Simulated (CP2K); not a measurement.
TiO2:

```
Ti O
1.0
     4.81270    0.00000    0.00000
     0.00000    4.87188    0.00000
    -0.86289    0.00000    4.96659
Ti O
4 8
Direct
  0.27744 0.05281 0.21315
  0.72256 0.55281 0.28685
  0.72256 0.94719 0.78685
  0.27744 0.44719 0.71315
  0.06384 0.17697 0.85156
  0.93616 0.67697 0.64844
  0.93616 0.82303 0.14844
  0.06384 0.32303 0.35156
  0.44536 0.75763 0.46677
  0.55464 0.25763 0.03323
  0.55464 0.24237 0.53323
  0.44536 0.74237 0.96677
```

The cell comes from a database or a generator and needn't be the stable form of this composition.

Base run:

| Item | Value |
| --- | --- |
| Program | CP2K 2026.2 |
| Functional | HLE16 |
| Potentials or basis | POTENTIAL_UZH Ti GTH-PBE-q12, O GTH-PBE-q6; DZVP-MOLOPT-PBE-GTH basis |
| Density cutoff | 11565 eV |
| k mesh | 5 × 4 × 4 |
| Occupations | fermi-dirac, width 0.05 eV |
| Spin | no spin polarisation |

Its results: band gap on the k mesh 2.17 eV, indirect (least direct gap 2.19 eV); pressure -34.0 GPa; largest force 1.097 eV/Å.

**Question.** After a change of settings the same cell gave: band gap on the k mesh 2.73 eV, indirect (least direct gap 2.78 eV); pressure -0.6 GPa; largest force 0.228 eV/Å. Which change was it?
A. functional from HLE16 to SCAN
B. functional from HLE16 to AM05
C. functional from HLE16 to optB88-vdW
D. functional from HLE16 to LDA

**Answer.** A.

Caveats: the potentials were made for another functional, which shifts forces and pressure; an odd mesh through Γ misses points on the zone boundary, where band edges often lie; the basis of atomic orbitals isn't converged, which shifts pressures, moduli and gaps; the potentials were made for a functional far from this one (some runs); the cell as given lies far from equilibrium (some runs).
